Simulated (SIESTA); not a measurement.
The system is Sb.

```xyz
1
Lattice="0.0000 2.3712 2.3712 2.3712 0.0000 2.3712 2.3712 2.3712 0.0000" Properties=species:S:1:pos:R:3 pbc="T T T"
Sb    0.0000    0.0000    0.0000
```

This isn't the form of Sb at room conditions, which is rhombohedral.

```yaml
Program: SIESTA 5.4.2
Task: single point
Functional: PBEsol
Potentials_or_basis: PseudoDojo 0.4 standard (PBEsol files)
Basis: DZP (energy shift 0.003 Ry; two zetas on semicore shells)
Grid_cutoff: 500 Ry
Energy_shift: 0.003 Ry
k_mesh: 10 × 10 × 10
Occupations: fermi-dirac, width 0.05 eV
Spin: no spin polarisation
```

On this cell: pressure 0.8 GPa; band gap on the k mesh none (metal or under the smearing width).

The same run follows on a disturbed copy (cell strained at random at fixed volume):

```xyz
1
Lattice="-0.0168 2.3807 2.4017 2.3698 0.0443 2.3405 2.4096 2.3595 0.0045" Properties=species:S:1:pos:R:3 pbc="T T T"
Sb    0.0053   -0.0427    0.0125
```

What changes?

The energy (extrapolated to zero smearing) moves by -1.7 meV/atom; pressure 0.7 GPa; band gap on the k mesh none (metal or under the smearing width).

Stress tensor (GPa, compression positive):
```
 0.81  0.42  0.33
 0.42  0.91 -0.03
 0.33 -0.03  0.44
```

The energy falls, though the first cell shows no forces: that form is unstable against this distortion, unless noise or another electronic state is at work.

Caveats: the basis of atomic orbitals isn't converged, which shifts pressures, moduli and gaps.
